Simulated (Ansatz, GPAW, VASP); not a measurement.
Ta: programs and potentials compared

```xyz
1
Lattice="-1.6513 1.6513 1.6513 1.6513 -1.6513 1.6513 1.6513 1.6513 -1.6513" Properties=species:S:1:pos:R:3 pbc="T T T"
Ta    0.0000    0.0000    0.0000
```

Alike in all runs: task single point; functional PBE; k mesh 11 × 11 × 11; occupations gaussian, width 0.02 eV; no spin polarisation; no spin-orbit coupling. Pressure is positive in compression and, in plane waves, holds the error of the finite cutoff.

```tsv
program and potentials	plane-wave cutoff (eV)	notes	pressure (GPa)
GPAW, GPAW PAW data sets (gpaw-data 1.2.1)	600	13 valence electrons an atom on average	2.33
Ansatz, all-electron LAPW, scalar-relativistic	-	-	2.06
VASP, PBE PAW files Ta, 500 eV	500	5 valence electrons an atom on average	0.21
```

The pressure spans 0.21 (VASP, PBE PAW files Ta, 500 eV) to 2.33 GPa (GPAW, GPAW PAW data sets (gpaw-data 1.2.1)), with all-electron results at 2.06.

Differences between rows come from potentials, basis sets and numerical settings, since the functional is the same but for its coding. Runs on potential files found faulty are left out.

All three runs put this bcc cell under slight compression, so each would relax to a somewhat larger volume. GPAW, at 2.33 GPa, lies close to the all-electron 2.06 GPa, while VASP, at 0.21 GPa, finds the cell almost stress-free. The two plane-wave runs differ in their treatment of the shell beneath the valence: 13 electrons take in the 5s and 5p semicore, whereas 5 leave only the 5d and 6s electrons free to respond. The 5p shell of an early 5d metal is extended enough to feel its neighbours, so freezing it is one possible source of the low VASP value, alongside the lower cutoff and the construction of the data sets.

The spread matters less for the structure than the ratio of the pressures suggests. Tantalum is stiff because its partly filled d band occupies mainly bonding states, and a pressure difference of this size corresponds to only a small change in lattice parameter. Agreement at a single volume doesn't establish that GPAW and the all-electron method would also agree on the bulk modulus.
